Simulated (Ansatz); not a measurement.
# C: the cost of one run

Computed with Ansatz 0.2.0 (DFT PBE+D3(BJ), scalar-relativistic, plane waves, PAW, unless a step's input says otherwise).

The COD entry's cell or inner coordinates are ideal or old and differ from later refinements, so a difference from it is no clean test against experiment.

## 1. Starting point

The structure is trigonal, space group P3m1 (No. 156). Conventional cell: a = 2.470 Å, b = 2.470 Å, c = 23.429 Å, α = 90.00°, β = 90.00°, γ = 120.00°. Around C (site symmetry 3m) lie 3 C at 1.43 Å.

As a file:

```cif
data_structure
_symmetry_space_group_name_H-M 'P3m1'
_symmetry_Int_Tables_number 156
_cell_length_a 2.4700
_cell_length_b 2.4700
_cell_length_c 23.4290
_cell_angle_alpha 90.000
_cell_angle_beta 90.000
_cell_angle_gamma 120.000
_cell_volume 123.79
loop_
_atom_site_label
_atom_site_type_symbol
_atom_site_symmetry_multiplicity
_atom_site_Wyckoff_symbol
_atom_site_fract_x
_atom_site_fract_y
_atom_site_fract_z
_atom_site_occupancy
C1 C 1 a 0.00000 0.00000 0.42682 1
C2 C 1 c 0.66667 0.33333 0.42827 1
C3 C 1 a 0.00000 0.00000 0.57173 1
C4 C 1 b 0.33333 0.66667 0.57318 1
```

Two layers cut from the bulk, bulk lattice in the plane.

## 2. Relaxing the atoms

input.yaml reads:

```yaml
crystal:
  lattice:
    - [2.46999881, 0.0, 0.0]
    - [-1.23499941, 2.13908172, 0.0]
    - [0.0, 0.0, 23.4289500056]
  atoms:
    - { symbol: C, position: [0.0, 0.0, 0.4268223714] }
    - { symbol: C, position: [0.66666667, 0.33333333, 0.4282714376] }
    - { symbol: C, position: [0.0, 0.0, 0.5717285624] }
    - { symbol: C, position: [0.33333333, 0.66666667, 0.5731776286] }
basis:
  ecutwfc: 600.0
  fft_grid_basis: typed
kpoints:
  mp_grid: { grid: [12, 12, 1] }
hamiltonian:
  xc: pbe
  dispersion: d3bj
scf:
  occupations: { method: gaussian, width: 0.05 }
output:
  forces: true
  eigenvalues: true
efield:
  axis: 3
  dipole_correction: true
  ramp_width: 0.04
relax:
  adjacent_minimum: "off"
  f_tol: 0.04
  max_steps: 40
```

Launch:

```
> ansatz run input.yaml --threads 1 --pin off --max-ram 2211MiB --backend cpu --events-out ev --progress --plain --runs-dir out
```

What time and memory should one allow on 1 thread of Intel Xeon Platinum 8259CL at 2.50GHz (Skylake/Cascade Lake), shared host?

About 30 s, with a peak of 0.43 GiB.
